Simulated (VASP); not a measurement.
A run of VASP 6.6.1 is set up as follows.

INCAR

```
SYSTEM = Si
PREC = Accurate
ENCUT = 520
EDIFF = 1E-6
ISMEAR = 1
SIGMA = 0.1
LREAL = .FALSE.
LASPH = .TRUE.
NELM = 80
ALGO = Normal
ISIF = 2
LWAVE = .FALSE.
LCHARG = .FALSE.
GGA = PS
NBANDS = 8
ICORELEVEL = 1
```

File KPOINTS:

```
regular mesh
0
G
  16 16 16
  0 0 0
```

POSCAR

```
Si                                      
1.0
    0.0000000000      1.9152827477      1.9152827477
    1.9152827477      0.0000000000      1.9152827477
    1.9152827477      1.9152827477      0.0000000000
  Si            
     1
Direct
     0.0000000000000000    0.0000000000000000    0.0000000000000000
```

The input KPOINTS_OPT:

```
explicit points
206
Reciprocal
 0.0000000000  0.0000000000  0.0000000000 1
 0.0263157895  0.0000000000  0.0263157895 1
 0.0526315789  0.0000000000  0.0526315789 1
 0.0789473684  0.0000000000  0.0789473684 1
 0.1052631579  0.0000000000  0.1052631579 1
 0.1315789474  0.0000000000  0.1315789474 1
[... 198 lines left out ...]
 0.5000000000  0.2500000000  0.7500000000 1
 0.5000000000  0.0000000000  0.5000000000 1
```

Potentials or basis: VASP PAW PBE potentials, release 64 (Si).

The run is started by

```sh
$ cat potpaw_PBE.64/Si/POTCAR > POTCAR
$ mpirun -np 1 vasp_std > vasp.out
```

(1) Estimate the pressure.

(2) What does it give for the band gap along the path?

Answers

(1) 0.0 GPa.

(2) none (metal or under the smearing width).

Caveat: the PAW data sets were made with another functional, which shifts forces and pressure a little.
